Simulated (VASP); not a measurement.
**Results of a VASP single-point calculation on KCl (strained zincblende)**

POSCAR

```
K  Cl
 1.0000000000000000
    -0.0116909428000000    3.4955918876999998    3.4955918876999998
     3.4955918876999998   -0.0116909428000000    3.4955918876999998
     3.4955918876999998    3.4955918876999998   -0.0116909428000000
 K   Cl
   1   1
Cartesian
 -0.0015126629294880 -0.0015126629294880 -0.0015126629294880
  1.7463858710794884  1.7463858710794884  1.7463858710794884
```

```
gap between bands v and c : 5.36 eV
least direct gap          : 5.40 eV
```

Band v is the last that the valence electrons fill when counted band by band, and c is the next. Levels in eV from the top of v:

| point | v−1 | v | c | c+1 |
| --- | --- | --- | --- | --- |
| Γ | -0.04 | -0.04 | 5.36 | 10.15 |
| X | 0.00 | 0.00 | 7.17 | 8.29 |
| K | -0.11 | 0.00 | 7.37 | 8.34 |
| L | -0.01 | -0.01 | 7.80 | 8.11 |
| W | -0.18 | -0.01 | 7.38 | 8.29 |

Problem. Which of these levels of theory gave these results?
A. PBEsol
B. r²SCAN
C. LDA
D. PBE
E. HSE06
F. PBE0
G. PBE with spin–orbit coupling

Solution. B.

The INCAR was:

```
LCHARG = .TRUE.
LASPH = .TRUE.
PREC = Accurate
METAGGA = R2SCAN
EDIFF = 1E-7
LWAVE = .FALSE.
ALGO = Normal
LELF = .TRUE.
ISIF = 2
SIGMA = 0.01
NBANDS = 15
NSW = 0
ENCUT = 520
ISMEAR = 0
IBRION = -1
NELM = 120
LREAL = .FALSE.
```
